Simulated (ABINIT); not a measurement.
Wanted: the native input for an ABINIT 10.8.3 (patched build) run.

| Quantity | Value |
| --- | --- |
| Task | band structure |
| Functional | PBE |
| Potentials or basis | SG15 NC PBE v1.2 |
| Cutoff | 707 eV |
| k mesh | 10 × 10 × 6 |
| Occupations | fermi-dirac, width 0.05 eV |
| Spin | no spin polarisation |

Crystal: Ti.

```
CELL_PARAMETERS angstrom
2.95000 0.00000 0.00000
-1.47500 2.55477 0.00000
0.00000 0.00000 4.68000
ATOMIC_POSITIONS crystal
Ti 0.66667 0.33333 0.75000
Ti 0.33333 0.66667 0.25000
```

One way to write it, as run:

run.abi

```
ndtset 2

pp_dirpath "./"
pseudos "Ti_ONCV_PBE-1.2.upf"

acell 3*1.0 Angstrom
rprim
     2.9500000000     0.0000000000     0.0000000000
    -1.4750000000     2.5547749412     0.0000000000
     0.0000000000     0.0000000000     4.6800000000
ntypat 1
znucl 22
natom 2
typat 1 1
xred
     0.6666666667     0.3333333333     0.7500000000
     0.3333333333     0.6666666667     0.2500000000

ecut 26.0

ixc 11

occopt 3
tsmear 0.00183747

nstep 100

iomode 3
prtwf 0
prteig 0
prtebands 0
enunit 1
prtden1 1

kptopt1 1
ngkpt1 10 10 6
nshiftk1 1
shiftk1 0.0 0.0 0.0
nband1 16
tolvrs1 1.0e-10

iscf2 -2
getden2 1
nband2 22
nbdbuf2 4
tolwfr2 1.0e-11
kptopt2 -7
ndivsm2 6
prteig2 1
kptbounds2
     0.0000000000     0.0000000000     0.0000000000
     0.5000000000     0.0000000000     0.0000000000
     0.3333333333     0.3333333333     0.0000000000
     0.0000000000     0.0000000000     0.0000000000
     0.0000000000     0.0000000000     0.5000000000
     0.5000000000     0.0000000000     0.5000000000
     0.3333333333     0.3333333333     0.5000000000
     0.0000000000     0.0000000000     0.5000000000
```

Potentials or basis: SG15 NC PBE v1.2.

The run is started by

```console
$ abinit run.abi > log 2>&1
```

It gave:

```json
{
  "Pressure": "-1.4 GPa",
  "Band gap on the k mesh": "none (metal or under the smearing width)",
  "Valence electrons inside the program's atomic spheres": "Ti 9.51 (radii [1.0584] Å)"
}
```

Wall time 81 s on 1 thread of AMD EPYC 7R43 64-Core Processor (Zen 3) (shared host), peak memory 0.09 GiB.
